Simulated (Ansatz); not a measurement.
A 12-atom cell of SnO2 (Pa-3) from a materials database was relaxed with 3 functionals in the PAW code Ansatz, cell and atoms free, the symmetry of the start kept (meshes: PBE 4×4×4, r2SCAN 4×4×4, PBEsol 4×4×4). (Simulation; spin polarisation is off.)

The PBE result:
```cif
data_structure
_symmetry_space_group_name_H-M 'P 1'
_symmetry_Int_Tables_number 1
_cell_length_a 5.1695
_cell_length_b 5.1695
_cell_length_c 5.1695
_cell_angle_alpha 90.000
_cell_angle_beta 90.000
_cell_angle_gamma 90.000
_cell_volume 138.15
loop_
_atom_site_label
_atom_site_type_symbol
_atom_site_fract_x
_atom_site_fract_y
_atom_site_fract_z
_atom_site_occupancy
Sn1 Sn 0.00000 0.50000 0.50000 1
Sn2 Sn 0.50000 0.50000 0.00000 1
Sn3 Sn 0.50000 0.00000 0.50000 1
Sn4 Sn 0.00000 0.00000 0.00000 1
O1 O 0.33913 0.16087 0.83913 1
O2 O 0.16087 0.83913 0.33913 1
O3 O 0.83913 0.33913 0.16087 1
O4 O 0.66087 0.66087 0.66087 1
O5 O 0.33913 0.33913 0.33913 1
O6 O 0.16087 0.66087 0.83913 1
O7 O 0.83913 0.16087 0.66087 1
O8 O 0.66087 0.83913 0.16087 1
```

Space group Pa-3 (No. 205), cubic; a = 5.170 Å in the conventional setting, 11.51 Å³ an atom. Around Sn lie 6 O at 2.11 Å; around O lie 3 Sn at 2.11 Å.

Question: Order the functionals by the relaxed volume, smallest first.
A. PBEsol
B. r2SCAN
C. PBE

Answer: B (11.06 Å³/atom), A (11.13 Å³/atom), C (11.51 Å³/atom).

Question: What lattice does r2SCAN give?

Answer: a = 5.101 Å; the volume differs by -3.9 % from PBE's. Around Sn lie 6 O at 2.08 Å; around O lie 3 Sn at 2.08 Å.

Question: How does the cell change with PBEsol?

Answer: a = 5.112 Å; the volume differs by -3.3 % from PBE's. Sn has 6 O at 2.09 Å; O has 3 Sn at 2.09 Å.
